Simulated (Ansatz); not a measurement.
Calculated field gradients at the nuclei for IrO2

The cell is an entry of the Crystallography Open Database (COD) whose atoms were relaxed with PBE, the cell held.

Space group P4_2/mnm (No. 136); a = 4.4990, c = 3.1460 Å.

```
site  Wyckoff  site symmetry       x       y       z
  Ir       2a           m.mm  0.0000  0.0000  0.0000
   O       4f           m.2m  0.3079  0.3079  0.0000
```

One atom of each set is listed.

Method: Kohn–Sham DFT in Ansatz, PBE, plane waves and PAW, scalar-relativistic, collinear spin, 420 eV cutoff, Γ-centred 10×10×15 k-points, Fermi–Dirac smearing 0.05 eV. Start moments as typed (μB): 1 on each Ir, none on the rest.

V_zz is the principal component of the electric field gradient with the largest magnitude, η = (V_xx − V_yy)/V_zz and C_Q = eQV_zz/h.

¹⁹³Ir: I = 3/2, Q = 751.0 mb; ¹⁷O: I = 5/2, Q = -25.58 mb. Nuclear quadrupole moments: year-2017 set (Pyykkö).

```json
{"site": "Ir", "atoms": "2", "first shell": "6 O at 1.96–1.99 Å", "V_zz (10²¹ V/m²)": "-12.90", "η": "0.54", "C_Q (MHz)": "-234"}
{"site": "O", "atoms": "4", "first shell": "3 Ir at 1.96–1.99 Å", "V_zz (10²¹ V/m²)": "-9.68", "η": "0.20", "C_Q (MHz)": "5.99"}
```

At O V_zz stands upright on the plane through its three neighbours (within 1°).

At this cell the PBE pressure is 7 GPa, so with PBE the cell would grow if it were relaxed. The run finds no gap above 0.1 eV (a metal, or nearly one), so the gradients can move by 10 % or more with the k-mesh. Spin–orbit coupling is left out, which shifts gradients on Ir by a few per cent in wide-gap crystals, and can shift them far more where the calculated gap is small or absent, as here. Semilocal functionals can leave a metal where correlation in the d or f shell opens a gap in the real compound, and that would change the values at and beside Ir. The start moments die out, and the run ends without spin.
